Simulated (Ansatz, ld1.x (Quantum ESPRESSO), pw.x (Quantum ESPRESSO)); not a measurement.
Equation-of-state test of one TM potential (Cd)

```
Element                 : cadmium (Cd)
Generator               : ld1.x (Quantum ESPRESSO) 7.5
Type                    : norm-conserving Troullier–Martins (Kleinman–Bylander form)
Functional              : PBE
Relativity              : scalar-relativistic
Frozen core             : [Kr]
Valence charge          : 12
Reference configuration : 4d10 5s2 5p0
Partial waves           : 5p (bound, empty): rc 2.20 bohr; 4d (bound): rc 1.50 bohr; 5s (bound): rc 2.05 bohr
Local potential         : the s channel
Core correction         : a·sin(br)/r model core inside 0.75 bohr
```

Atomic tests: cutoffs needed: 80 Ry and 120 Ry (the cutoffs (Ry, on a coarse ladder) from which the occupation-weighted sum of valence levels, in a spherical-Bessel basis at the reference potential, stays within 10 and 1 mRy of its value at 400 Ry); ghost test: no extra level below or beside the all-electron valence levels (p, d, s, f tested) (spherical-Bessel basis up to 400 Ry, 20 bohr box); largest excitation error: -1019 meV (all-electron minus pseudo) for 4d8 5s0 5p0, out of 7 test configurations.

Crystal test: bcc Cd in pw.x 7.5, no spin, 13³ k-points, Fermi–Dirac smearing 0.01 Ry, cutoffs 145/580 Ry. The reference is all-electron LAPW (Ansatz 0.2.0) with the same functional, mesh and smearing; V0 and B0 come from Birch–Murnaghan fits to the pressures at five volumes. Errors are pseudo minus all-electron; Δ is the rms difference of the E(V) curves that follow from these fits, minima aligned, over ±6 % about the mean V0. Mesh and smearing are coarse, so the numbers serve the comparison and aren't converged zero-temperature values; the lattice is a test structure that the element need not adopt.

```
V (Å³/atom)  P all-electron (GPa)  P pseudo (GPa)
     22.321                  2.01            3.19
     22.909                  0.82            1.87
     23.496                 -0.18            0.75
     24.083                 -1.00           -0.18
     24.671                 -1.68           -0.95
```

All-electron: a0 = 3.603 Å (V0 = 23.38 Å³/atom), B0 = 37.4 GPa.

Pseudopotential: mean pressure error (GPa): +0.94; a0 (Å): 3.632; a0 error (%): +0.81; B0 error (%): -3.9; Δ (meV/atom): 4.7. This is a poor potential for the solid.

**Question.** At the middle volume, how do free energy and pressure move when the wave cutoff is lowered (ecutrho kept at four times it)?

**Answer.**

| cutoff (Ry) | shift of F (meV/atom) | shift of P (GPa) |
| --- | --- | --- |
| 65 | +540.9 | -28.20 |
| 87 | +22.6 | +0.06 |
| 116 | +8.9 | -0.18 |

Input at the middle volume:

```
&control
  calculation='scf', prefix='x', pseudo_dir='./', outdir='./tmp', tstress=.true., disk_io='low'
/
&system
  ibrav=0, nat=1, ntyp=1, ecutwfc=145, ecutrho=580, nbnd=14,
  occupations='smearing', smearing='fd', degauss=0.01
/
&electrons
  conv_thr=1e-09, mixing_beta=0.4, electron_maxstep=70
/
ATOMIC_SPECIES
Cd 1.0 Cd.UPF
CELL_PARAMETERS angstrom
  -1.80431066 1.80431066 1.80431066
  1.80431066 -1.80431066 1.80431066
  1.80431066 1.80431066 -1.80431066
ATOMIC_POSITIONS crystal
Cd 0.0000 0.0000 0.0000
K_POINTS automatic
13 13 13 0 0 0
```

```bash
pw.x < Cd.scf.in > Cd.scf.out
```

Lines of the output:

```
Message from routine setup:
     using ibrav=0 with symmetry is DISCOURAGED, use correct ibrav instead
     lattice parameter (alat)  =       5.9057  a.u.
     unit-cell volume          =     158.5589 (a.u.)^3
     number of electrons       =        12.00
     number of Kohn-Sham states=           14
     kinetic-energy cutoff     =     145.0000  Ry
     charge density cutoff     =     580.0000  Ry
     scf convergence threshold =      1.0E-09
     Exchange-correlation= PBE
     number of k points=    84  Fermi-Dirac smearing, width (Ry)=  0.0100
     iteration #  1     ecut=   145.00 Ry     beta= 0.40
     total energy              =    -113.92167597 Ry
     estimated scf accuracy    <       0.01110366 Ry
     iteration #  2     ecut=   145.00 Ry     beta= 0.40
     total energy              =    -113.92288303 Ry
     estimated scf accuracy    <       0.00118571 Ry
     iteration #  3     ecut=   145.00 Ry     beta= 0.40
     total energy              =    -113.92299318 Ry
     estimated scf accuracy    <       0.00020454 Ry
     iteration #  4     ecut=   145.00 Ry     beta= 0.40
     total energy              =    -113.92299881 Ry
     estimated scf accuracy    <       0.00000134 Ry
     iteration #  5     ecut=   145.00 Ry     beta= 0.40
     total energy              =    -113.92299909 Ry
     estimated scf accuracy    <       0.00000012 Ry
     iteration #  6     ecut=   145.00 Ry     beta= 0.40
     total energy              =    -113.92299911 Ry
     estimated scf accuracy    <          5.6E-09 Ry
     iteration #  7     ecut=   145.00 Ry     beta= 0.40
     the Fermi energy is    10.4502 ev
!    total energy              =    -113.92299911 Ry
     estimated scf accuracy    <          8.3E-10 Ry
     smearing contrib. (-TS)   =      -0.00169770 Ry
     The total energy is F=E-TS. E is the sum of the following terms:
     one-electron contribution =     -20.35996492 Ry
     hartree contribution      =      21.90207342 Ry
     xc contribution           =     -38.61546995 Ry
     ewald contribution        =     -76.84793996 Ry
     convergence has been achieved in   7 iterations
          total   stress  (Ry/bohr**3)                   (kbar)     P=        7.49
```

The run at the middle volume (84 k-points, 7 iterations) took about 62 s on one core of a shared host (Neoverse-V1, 32 threads, 247 GiB, load 31).
